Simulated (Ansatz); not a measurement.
**Deforming BaTiO$_{3}$**

```
CELL_PARAMETERS angstrom
3.98410 0.00000 0.00000
0.00000 2.83705 2.84580
0.00000 -2.83705 2.84580
ATOMIC_POSITIONS crystal
Ba 0.00000 0.00000 0.00000
Ti 0.50000 0.50790 0.50790
O 0.00000 0.49210 0.49210
O 0.50000 0.50251 0.99371
O 0.50000 0.99371 0.50251
```

Atom numbers follow the list: Ba1, Ti2, O3, O4, O5.

The geometry is COD entry 9016084, unchecked; take it as a test cell.

Spin–orbit coupling is left out, though it moves levels of the heavy atoms by tenths of an eV or more.

Level of theory: DFT, PBEsol, all-electron LAPW, scalar-relativistic in Ansatz 0.2.0.

The runs use a Γ-centred 8×8×8 k mesh, Fermi–Dirac smearing of 0.05 eV, basis error target 1 meV/atom, no spin polarisation.

The unchanged cell is at -4.32 GPa.

x, y and z are the Cartesian axes of the cell as listed; fractional coordinates follow a strain, and an engineering shear is twice the off-diagonal strain component.

(1) One change gave: energy change +5 meV/atom; stress change (xx, yy, zz, yz, xz, xy) 0.11, 0.18, 0.18, -1.78, -2.35, -2.36 GPa, compression positive; change of the force on Ti2 (0.031, 0.068, -0.003) eV/Å; gap on the k mesh 1.81 → 1.74 eV. Which change was it?
A. equal xy, yz and zx engineering shear strains of +2 %
B. equal xy, yz and zx engineering shear strains of -3 %
C. equal xy, yz and zx engineering shear strains of -1 %
D. equal xy, yz and zx engineering shear strains of -2 %
E. equal xy, yz and zx engineering shear strains of +3 %
F. equal xy, yz and zx engineering shear strains of +1 %

Answers

(1) A. For equal xy, yz and zx engineering shear strains of -2 %: energy change +5 meV/atom; stress change (xx, yy, zz, yz, xz, xy) 0.12, 0.18, 0.18, 1.83, 2.41, 2.41 GPa, compression positive; change of the force on Ti2 (-0.028, -0.063, -0.002) eV/Å; gap on the k mesh 1.81 → 1.73 eV. For equal xy, yz and zx engineering shear strains of +1 %: energy change +1 meV/atom; stress change (xx, yy, zz, yz, xz, xy) 0.03, 0.04, 0.04, -0.90, -1.18, -1.18 GPa, compression positive; change of the force on Ti2 (0.015, 0.033, -0.001) eV/Å; gap on the k mesh 1.81 → 1.78 eV. For equal xy, yz and zx engineering shear strains of +3 %: energy change +11 meV/atom; stress change (xx, yy, zz, yz, xz, xy) 0.24, 0.40, 0.41, -2.66, -3.52, -3.52 GPa, compression positive; change of the force on Ti2 (0.048, 0.104, -0.006) eV/Å; gap on the k mesh 1.81 → 1.70 eV. For equal xy, yz and zx engineering shear strains of -3 %: energy change +12 meV/atom; stress change (xx, yy, zz, yz, xz, xy) 0.29, 0.41, 0.41, 2.77, 3.64, 3.64 GPa, compression positive; change of the force on Ti2 (-0.041, -0.092, -0.005) eV/Å; gap on the k mesh 1.81 → 1.68 eV. For equal xy, yz and zx engineering shear strains of -1 %: energy change +1 meV/atom; stress change (xx, yy, zz, yz, xz, xy) 0.03, 0.04, 0.05, 0.91, 1.20, 1.20 GPa, compression positive; change of the force on Ti2 (-0.014, -0.032, -0.001) eV/Å; gap on the k mesh 1.81 → 1.78 eV.
